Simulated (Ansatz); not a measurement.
Theory: DFT PBE, scalar-relativistic, plane waves, PAW in Ansatz. Settings: cutoff 420 eV, Γ-centred meshes spaced at most about 0.3 Å⁻¹ (2π included), Gaussian smearing. No spin polarisation.

Temperature and zero-point effects are left out.

Two relaxed structures of PbF₂:

1. Space group P3_121 (No. 152), trigonal, a = 7.454 Å, c = 3.875 Å. Pb has 6 F at 2.42–2.58 Å; F has 3 Pb at 2.42–2.58 Å and 4 F at 2.91–3.01 Å.

2. Space group P4/mmm (No. 123), tetragonal, a = 3.291 Å, c = 6.492 Å. Pb is surrounded by 8 F at 2.64 Å and 4 Pb at 3.29 Å; F is surrounded by 1 F at 2.49 Å and 4 Pb at 2.64 Å.

Question: Which would you expect to be lower, and how large is the difference?

Answer: Cell 1 is lower, by 263 meV/atom. Cell 1 has space group P3_121 (No. 152), 20.7 Å³/atom and a gap of 3.81 eV on its mesh; cell 2 has space group P4/mmm (No. 123), 23.4 Å³/atom and a gap of 3.01 eV. Counting F atoms around Pb (those within 1.25 times the shortest such distance or 1.15 times the sum of covalent radii, 1.27 where that leaves under three; the shortest distance is added where it exceeds 1.18 times the sum of covalent radii), cell 1 has Pb 6 from 2.4 Å and cell 2 has Pb 8 from 2.6 Å. Both come from invented guesses. The lowest form computed isn't among them: it has the fluorite type, space group Fm-3m (No. 225), 18.0 Å³/atom, is reached from a cell as deposited in COD and lies 111 meV/atom below the best shown.

Weakly bound directions are ill-defined at this level, which has no dispersion term (P4/mmm), and this can change margins and order among such cells. Spin–orbit coupling, which can matter for Pb, is left out. Kohn–Sham gaps at this level usually fall short of measured ones. The missing spin–orbit coupling can work the other way here. Cells relaxed within their symmetry can be saddle points. Some structure types and database cells were kept out of the candidates from the start, so a known form may be missing.
